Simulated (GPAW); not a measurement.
Write an ASE script for GPAW 26.7.0 that does the following.

- Task: dielectric tensor
- Functional: PBE
- Potentials or basis: GPAW PAW data sets (gpaw-data 1.2.1)
- Cutoff: 450 eV
- Basis: pw
- k mesh: 6 × 6 × 3
- Occupations: fermi-dirac, width 0.001 eV
- Spin: no spin polarisation
- Response ecut: 80 eV
- Maxiter: 150
- Response k mesh: 13 × 13 × 7
- Response bands: 58
- Kernels: ["RPA", "Bootstrap", "LR0.1"]
- Coarser k mesh: 9 × 9 × 5

CdS (Greenockite):

```xyz
4
Lattice="4.1500 0.0000 0.0000 -2.0750 3.5940 0.0000 0.0000 0.0000 6.7370" Properties=species:S:1:pos:R:3 pbc="T T T"
Cd    2.0750    1.1980    3.3685
Cd    0.0000    2.3960    0.0000
S     2.0750    1.1980    5.8949
S     0.0000    2.3960    2.5264
```

The input as run:

run.py

```python
import numpy as np
from ase import Atoms
from ase.dft.bandgap import bandgap
from ase.io import write
from gpaw import GPAW, PW
from gpaw.response.df import DielectricFunction

atoms = Atoms(['Cd', 'Cd', 'S', 'S'],
              cell=[[4.15, 0.0, 0.0],
                    [-2.075, 3.5940054257, 0.0],
                    [0.0, 0.0, 6.737]],
              scaled_positions=[[0.6666666667, 0.3333333333, 0.5],
                                [0.3333333333, 0.6666666667, 0.0],
                                [0.6666666667, 0.3333333333, 0.875],
                                [0.3333333333, 0.6666666667, 0.375]],
              pbc=True)

calc = GPAW(mode=PW(450),
            xc='PBE',
            kpts={'size': (6, 6, 3), 'gamma': True},
            occupations={'name': 'fermi-dirac', 'width': 0.001},
            nbands=31,
            convergence={'density': 1e-06},
            maxiter=150,
            txt='gpaw.txt')
atoms.calc = calc
energy = atoms.get_potential_energy()
calc.write('gs.gpw')
write('result.traj', atoms)
print(f'Energy: {energy:.6f} eV')
print('Fermi level:', round(calc.get_fermi_level(), 4), 'eV')
print(f'Gap: {bandgap(calc)[0]:.4f} eV, direct: {bandgap(calc, direct=True)[0]:.4f} eV')

for size in [(9, 9, 5), (13, 13, 7)]:
    name = 'x'.join(str(n) for n in size)
    dense = calc.fixed_density(kpts={'size': size, 'gamma': True},
                               nbands=64, convergence={'bands': 58, 'eigenstates': 1e-7},
                               update_fermi_level=True, txt=f'dense-{name}.txt')
    dense.write(f'{name}.gpw', mode='all')
    df = DielectricFunction(f'{name}.gpw', frequencies=np.array([0.0]), hilbert=False, eta=0.001,
                            ecut=80, nbands=58, intraband=False, txt=f'df-{name}.txt')
    for xc in ['RPA', 'Bootstrap', 'LR0.1']:
        for direction in ['x', 'y', 'z', [0, 1, 1], [1, 0, 1], [1, 1, 0]]:
            e0, e = df.get_macroscopic_dielectric_constant(xc=xc, direction=direction)
            print(f'{name} {xc} {direction}: {e0:.4f} without, {e:.4f} with local fields')
```

Potentials or basis: GPAW PAW data sets (gpaw-data 1.2.1), pw.

Run with:

```bash
$ OMP_NUM_THREADS=1 python run.py
```

Results of the run:

The band gap on the k mesh is 1.18 eV, direct. The electronic dielectric tensor (diagonal) is 5.63, 5.63, 5.72.

Caveat: the long-wavelength limit can be off by several per cent where d states take part; an odd mesh through Γ misses points on the zone boundary, where band edges often lie.

It took 13 min on 1 thread of Arm Neoverse V1, on a shared host, peak memory 0.81 GiB.
